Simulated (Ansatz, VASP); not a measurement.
# One calculation of Sn, two programs

```
Sn
1.0
     1.63404   -2.83313    0.00000
     1.63404    2.83313    0.00000
     0.00000    0.00000    3.06936
Sn
1
Direct
  0.00000 0.00000 0.00000
```

Alike in both runs: functional PBE; k mesh 20 × 20 × 18; occupations gaussian, width 0.1 eV; no spin polarisation.

Ansatz relaxed the structure, and its values are those at the end. VASP's run is a single point on that final structure, the one shown.

```csv
,VASP,Ansatz
version,VASP 6.6.1,Ansatz 0.2.0
potentials or method,"VASP PAW PBE potentials, release 64 (Sn_d)","scalar-relativistic, plane waves, PAW"
plane-wave cutoff (eV),520,420
valence electrons in the cell,14,14
```

|  | VASP | Ansatz | Ansatz less VASP |
| --- | --- | --- | --- |
| gap on the k mesh at the Fermi level (eV) | none | none | - |
| pressure (GPa) | 0.0 | 0.0 | +0.04 |

A gap of «none» marks a metal or a gap that the smearing closes. With one functional, cell and mesh, what is left measures potentials, basis and numerics.
